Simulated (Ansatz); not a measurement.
A run of Ansatz 0.2.0 is set up as follows.

The input run.py:

```python
import json

import ase.io
import numpy as np
import spglib

import ansatz as az

atoms = ase.io.read("CdSe.cif")
cell, frac, numbers = spglib.find_primitive((atoms.cell[:], atoms.get_scaled_positions(), atoms.numbers), symprec=1e-5)
atoms = ase.Atoms(numbers, cell=cell, scaled_positions=frac, pbc=True)

calculation = (
    az.Crystal.from_ase(atoms)
    .calculation()
    .basis(xc_grid=4)
    .kpoints(5, 5, 5)
    .functional("r2scan", dispersion="d4")
    .pseudopotentials(kind="paw_fr")
    .spin("noncollinear", soc=True)
    .scf(extra_bands=6)
    .occupations(method="methfessel_paxton", width=0.1)
    .band_structure(path=(((0.0, 0.0, 0.0), (0.5, 0.0, 0.5), (0.5, 0.25, 0.75), (0.375, 0.375, 0.75), (0.0, 0.0,
        0.0), (0.5, 0.5, 0.5), (0.625, 0.25, 0.625), (0.5, 0.25, 0.75), (0.5, 0.5, 0.5), (0.375, 0.375, 0.75)),
        ((0.625, 0.25, 0.625), (0.5, 0.0, 0.5))), intervals=4)
    .forces()
    .stress()
    .band_table(publish=True)
)
outcome = calculation.run(threads=2, events_out="events.jsonl")

report = outcome.report
for line in open("events.jsonl"):
    event = json.loads(line)
    if event["event"] == "scf_iter":
        d = event["data"]
        print(f"SCF {d['iter']:3d}  HF = {d['harris_foulkes_ev']:.6f} eV  dr2 = {d['dr2_ev']:.2e} eV")
    elif event["event"] in ("relax_step", "md_step"):
        d = event["data"]
        print(f"{event['event']} {d['step']:3d}  E = {d['lagrangian_ev']:.6f} eV")
np.set_printoptions(precision=5, suppress=True, linewidth=110)
print("converged:", report["converged"], "after", report["n_iterations"], "iterations")
print(f"free energy {report['free_energy_ev']:.6f} eV, Fermi level {report['fermi_energy_ev']:.4f} eV")
for key in ("band_edges_ev", "magnetization_mub", "site_moments_mub", "site_moments_nc_mub", "forces_ev_ang",
                "stress_gpa"):
    if report.get(key) is not None:
        print(key, np.array(report[key]), sep="\n")
```

File CdSe.cif:

```cif
data_CdSe
_cell_length_a 5.74791600
_cell_length_b 5.74791600
_cell_length_c 5.74791600
_cell_angle_alpha 90.00000000
_cell_angle_beta 90.00000000
_cell_angle_gamma 90.00000000
_space_group_name_H-M_alt 'Fm-3m'
_space_group_name_Hall '-F 4 2 3'
_space_group_IT_number 225
loop_
_space_group_symop_operation_xyz
'x,y,z'
'-x,-y,-z'
'-y,x,z'
'y,-x,-z'
'-x,-y,z'
'x,y,-z'
'y,-x,z'
'-y,x,-z'
'x,-y,-z'
'-x,y,z'
'-y,-x,-z'
'y,x,z'
'-x,y,-z'
'x,-y,z'
'y,x,-z'
'-y,-x,z'
'z,x,y'
'-z,-x,-y'
'z,-y,x'
'-z,y,-x'
'z,-x,-y'
'-z,x,y'
'z,y,-x'
'-z,-y,x'
'-z,x,-y'
'z,-x,y'
'-z,-y,-x'
'z,y,x'
'-z,-x,y'
'z,x,-y'
'-z,y,x'
'z,-y,-x'
'y,z,x'
'-y,-z,-x'
'x,z,-y'
'-x,-z,y'
'-y,z,-x'
'y,-z,x'
'-x,z,y'
'x,-z,-y'
'-y,-z,x'
'y,z,-x'
'-x,-z,-y'
'x,z,y'
'y,-z,-x'
'-y,z,x'
'x,-z,y'
'-x,z,-y'
'x,y+1/2,z+1/2'
'-x,-y+1/2,-z+1/2'
'-y,x+1/2,z+1/2'
'y,-x+1/2,-z+1/2'
'-x,-y+1/2,z+1/2'
'x,y+1/2,-z+1/2'
'y,-x+1/2,z+1/2'
'-y,x+1/2,-z+1/2'
'x,-y+1/2,-z+1/2'
'-x,y+1/2,z+1/2'
'-y,-x+1/2,-z+1/2'
[... 41 lines left out ...]
'-x+1/2,-y,z+1/2'
'x+1/2,y,-z+1/2'
'y+1/2,-x,z+1/2'
'-y+1/2,x,-z+1/2'
'x+1/2,-y,-z+1/2'
'-x+1/2,y,z+1/2'
'-y+1/2,-x,-z+1/2'
'y+1/2,x,z+1/2'
'-x+1/2,y,-z+1/2'
'x+1/2,-y,z+1/2'
'y+1/2,x,-z+1/2'
'-y+1/2,-x,z+1/2'
'z+1/2,x,y+1/2'
'-z+1/2,-x,-y+1/2'
'z+1/2,-y,x+1/2'
'-z+1/2,y,-x+1/2'
'z+1/2,-x,-y+1/2'
'-z+1/2,x,y+1/2'
'z+1/2,y,-x+1/2'
'-z+1/2,-y,x+1/2'
'-z+1/2,x,-y+1/2'
'z+1/2,-x,y+1/2'
'-z+1/2,-y,-x+1/2'
'z+1/2,y,x+1/2'
'-z+1/2,-x,y+1/2'
'z+1/2,x,-y+1/2'
'-z+1/2,y,x+1/2'
'z+1/2,-y,-x+1/2'
'y+1/2,z,x+1/2'
'-y+1/2,-z,-x+1/2'
'x+1/2,z,-y+1/2'
'-x+1/2,-z,y+1/2'
'-y+1/2,z,-x+1/2'
'y+1/2,-z,x+1/2'
'-x+1/2,z,y+1/2'
'x+1/2,-z,-y+1/2'
'-y+1/2,-z,x+1/2'
'y+1/2,z,-x+1/2'
'-x+1/2,-z,-y+1/2'
'x+1/2,z,y+1/2'
'y+1/2,-z,-x+1/2'
'-y+1/2,z,x+1/2'
'x+1/2,-z,y+1/2'
'-x+1/2,z,-y+1/2'
'x+1/2,y+1/2,z'
'-x+1/2,-y+1/2,-z'
'-y+1/2,x+1/2,z'
'y+1/2,-x+1/2,-z'
'-x+1/2,-y+1/2,z'
'x+1/2,y+1/2,-z'
'y+1/2,-x+1/2,z'
'-y+1/2,x+1/2,-z'
'x+1/2,-y+1/2,-z'
'-x+1/2,y+1/2,z'
'-y+1/2,-x+1/2,-z'
'y+1/2,x+1/2,z'
'-x+1/2,y+1/2,-z'
'x+1/2,-y+1/2,z'
'y+1/2,x+1/2,-z'
'-y+1/2,-x+1/2,z'
'z+1/2,x+1/2,y'
'-z+1/2,-x+1/2,-y'
'z+1/2,-y+1/2,x'
'-z+1/2,y+1/2,-x'
'z+1/2,-x+1/2,-y'
'-z+1/2,x+1/2,y'
'z+1/2,y+1/2,-x'
'-z+1/2,-y+1/2,x'
'-z+1/2,x+1/2,-y'
'z+1/2,-x+1/2,y'
'-z+1/2,-y+1/2,-x'
'z+1/2,y+1/2,x'
'-z+1/2,-x+1/2,y'
'z+1/2,x+1/2,-y'
'-z+1/2,y+1/2,x'
'z+1/2,-y+1/2,-x'
'y+1/2,z+1/2,x'
'-y+1/2,-z+1/2,-x'
'x+1/2,z+1/2,-y'
'-x+1/2,-z+1/2,y'
'-y+1/2,z+1/2,-x'
'y+1/2,-z+1/2,x'
'-x+1/2,z+1/2,y'
'x+1/2,-z+1/2,-y'
'-y+1/2,-z+1/2,x'
'y+1/2,z+1/2,-x'
'-x+1/2,-z+1/2,-y'
'x+1/2,z+1/2,y'
'y+1/2,-z+1/2,-x'
'-y+1/2,z+1/2,x'
'x+1/2,-z+1/2,y'
'-x+1/2,z+1/2,-y'
loop_
_atom_site_label
_atom_site_type_symbol
_atom_site_symmetry_multiplicity
_atom_site_Wyckoff_symbol
_atom_site_fract_x
_atom_site_fract_y
_atom_site_fract_z
_atom_site_occupancy
Cd1 Cd 4 a 0.0000000000 0.0000000000 0.0000000000 1
Se1 Se 4 b 0.5000000000 0.0000000000 0.0000000000 1
```

Potentials or basis: Ansatz PAW.

The run is started by

```console
$ python run.py
```

Q: Estimate the absolute moment.

A: 0.00 μB per cell.

Q: Predict the net moment.

A: 0.00 μB per cell.

Q: Estimate the pressure.

A: -2.9 GPa.

Q: Estimate the band gap along the path.

A: None (metal or under the smearing width).

Levels at the corners of the path, in eV from the Fermi level:
| point | band 32 | band 33 | band 34 | band 35 | band 36 | band 37 | band 38 | band 39 | band 40 | band 41 |
| --- | --- | --- | --- | --- | --- | --- | --- | --- | --- | --- |
| Γ | -1.18 | -0.75 | -0.75 | -0.75 | -0.75 | 0.43 | 0.43 | 8.88 | 8.88 | 8.88 |
| X | -4.38 | -2.47 | -2.47 | -2.21 | -2.21 | -0.27 | -0.27 | 5.61 | 5.61 | 10.21 |
| W | -3.50 | -3.38 | -3.38 | -3.17 | -3.17 | 3.00 | 3.00 | 6.19 | 6.19 | 7.62 |
| K | -3.88 | -3.78 | -3.78 | -1.66 | -1.66 | 1.63 | 1.63 | 6.45 | 6.45 | 8.48 |
| Γ | -1.18 | -0.75 | -0.75 | -0.75 | -0.75 | 0.43 | 0.43 | 8.88 | 8.88 | 8.88 |
| L | -5.21 | -0.44 | -0.44 | -0.21 | -0.21 | 3.29 | 3.29 | 5.40 | 5.40 | 5.65 |
| U | -3.88 | -3.78 | -3.78 | -1.66 | -1.66 | 1.63 | 1.63 | 6.45 | 6.45 | 8.48 |
| W | -3.50 | -3.38 | -3.38 | -3.17 | -3.17 | 3.00 | 3.00 | 6.19 | 6.19 | 7.62 |
| L | -5.21 | -0.44 | -0.44 | -0.21 | -0.21 | 3.29 | 3.29 | 5.40 | 5.40 | 5.65 |
| K | -3.88 | -3.78 | -3.78 | -1.66 | -1.66 | 1.63 | 1.63 | 6.45 | 6.45 | 8.48 |
| U | -3.88 | -3.78 | -3.78 | -1.66 | -1.66 | 1.63 | 1.63 | 6.45 | 6.45 | 8.48 |
| X | -4.38 | -2.47 | -2.47 | -2.21 | -2.21 | -0.27 | -0.27 | 5.61 | 5.61 | 10.21 |

Caveat: the k mesh is coarse (spacing up to 0.38 Å⁻¹), so the values aren't converged; the potentials were made for another functional, which shifts forces and pressure; pairwise dispersion overbinds metals, which lowers pressure and volume.
